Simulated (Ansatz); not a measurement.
# Al2O3 (Corundum): the cost of one run

Program: Ansatz 0.2.0. PAW datasets, plane waves, zero pressure. Spin-unpolarised throughout; all numbers are computed.

## Step 1: Starting point

The symmetry is R-3c (No. 167, trigonal); conventional cell a = 4.760 Å, c = 12.996 Å, 8.50 Å³ an atom. Al has 6 O at 1.85–1.97 Å; O has 4 Al at 1.85–1.97 Å.

As a file:

```cif
data_structure
_symmetry_space_group_name_H-M 'R-3c:H'
_symmetry_Int_Tables_number 167
_cell_length_a 4.7605
_cell_length_b 4.7605
_cell_length_c 12.9956
_cell_angle_alpha 90.000
_cell_angle_beta 90.000
_cell_angle_gamma 120.000
_cell_volume 255.05
loop_
_atom_site_label
_atom_site_type_symbol
_atom_site_symmetry_multiplicity
_atom_site_Wyckoff_symbol
_atom_site_fract_x
_atom_site_fract_y
_atom_site_fract_z
_atom_site_occupancy
Al1 Al 12 c 0.33333 0.66667 0.01883 1
O1 O 18 e 0.30668 0.00000 0.25000 1
```

## Step 2: PBE: cell and atoms

Contents of input.yaml:

```yaml
crystal:
  lattice:
    - [2.38025, 1.3742379782, 4.3318666667]
    - [-2.38025, 1.3742379782, 4.3318666667]
    - [0.0, -2.7484759565, 4.3318666667]
  atoms:
    - { symbol: Al, position: [0.35216, 0.35216, 0.35216] }
    - { symbol: Al, position: [0.14784, 0.14784, 0.14784] }
    - { symbol: Al, position: [0.64784, 0.64784, 0.64784] }
    - { symbol: Al, position: [0.85216, 0.85216, 0.85216] }
    - { symbol: O, position: [0.55668, 0.94332, 0.25] }
    - { symbol: O, position: [0.25, 0.55668, 0.94332] }
    - { symbol: O, position: [0.94332, 0.25, 0.55668] }
    - { symbol: O, position: [0.44332, 0.05668, 0.75] }
    - { symbol: O, position: [0.75, 0.44332, 0.05668] }
    - { symbol: O, position: [0.05668, 0.75, 0.44332] }
kpoints:
  mp_grid: { grid: [6, 6, 6] }
hamiltonian:
  xc: pbe
scf:
  occupations: { method: fermi_dirac, width: 0.02 }
relax:
  f_tol: 0.005
  cell: {}
```

On the command line:

```
ansatz run input.yaml --threads 4 --pin off --max-ram 9216MiB --backend cpu --events-out ev --progress --plain --runs-dir out
```

Q: Estimate wall time and peak memory on 4 threads of Arm Neoverse V1, shared host.

About 9.3 s, with a peak of 0.43 GiB.
